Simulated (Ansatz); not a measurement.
Input of an Ansatz 0.2.0 run:

input.yaml

```yaml
crystal:
  lattice:
    - [0.0, 2.82685, 2.82685]
    - [2.82685, 0.0, 2.82685]
    - [2.82685, 2.82685, 0.0]
  atoms:
    - { symbol: As, position: [0.75, 0.75, 0.75] }
    - { symbol: Ga, position: [0.0, 0.0, 0.0] }
hamiltonian:
  xc: pbesol
  pseudopotentials: { kind: paw_fr }
magnetization:
  noncollinear: true
  spin_orbit: true
kpoints:
  mp_grid: { grid: [6, 6, 6] }
  band_path:
    path:
      - [[0.0, 0.0, 0.0], [0.5, 0.0, 0.5], [0.5, 0.25, 0.75], [0.375, 0.375, 0.75], [0.0, 0.0, 0.0], [0.5, 0.5, 0.5], [0.625, 0.25, 0.625], [0.5, 0.25, 0.75], [0.5, 0.5, 0.5], [0.375, 0.375, 0.75]]
      - [[0.625, 0.25, 0.625], [0.5, 0.0, 0.5]]
    npoints: 14
scf:
  occupations: { method: fermi_dirac, width: 0.05 }
  n_extra_bands: 6
output:
  forces: true
  stress: true
  eigenvalues: true
  fatbands: true
```

Potentials or basis: Ansatz PAW.

The run is started by

```sh
$ ansatz run input.yaml --threads 2 --pin off --max-ram 5632MiB --backend cpu --events-out ev --progress --plain --runs-dir out
```

(1) Predict the band gap on the k mesh.

(2) What does it give for the band gap along the path?

## Answers

(1) 0.33 eV, direct.

(2) 0.33 eV, direct.

**Experimental background.**

From “Evidence of valence band perturbations in GaAsN/GaAs(001): A combined variable-angle spectroscopic ellipsometry and modulated photoreflectance investigation”, 2008, arxiv:0805.2212, for a bulk crystal of GaAs at 300 K: band gap 1.412 ± 0.01 eV (direct).

Measured gap of GaAs: 1.412 eV (direct; 300 K; “Evidence of valence band perturbations in GaAsN/GaAs(001): A combined variable-angle spectroscopic ellipsometry and modulated photoreflectance investigation”, 2008, arxiv:0805.2212). This calculation gives 0.33 eV (-1.08 eV). So large a miss can be the level of theory's own, or it may mean another phase, state or a wrong row. 3 values of this kind are on record (1.412 to 1.51 eV); this one was drawn at random among those near their median, those with a stated uncertainty first. The value is that of PBEsol, without temperature or zero-point motion. Semilocal functionals fall short of measured gaps as a rule.
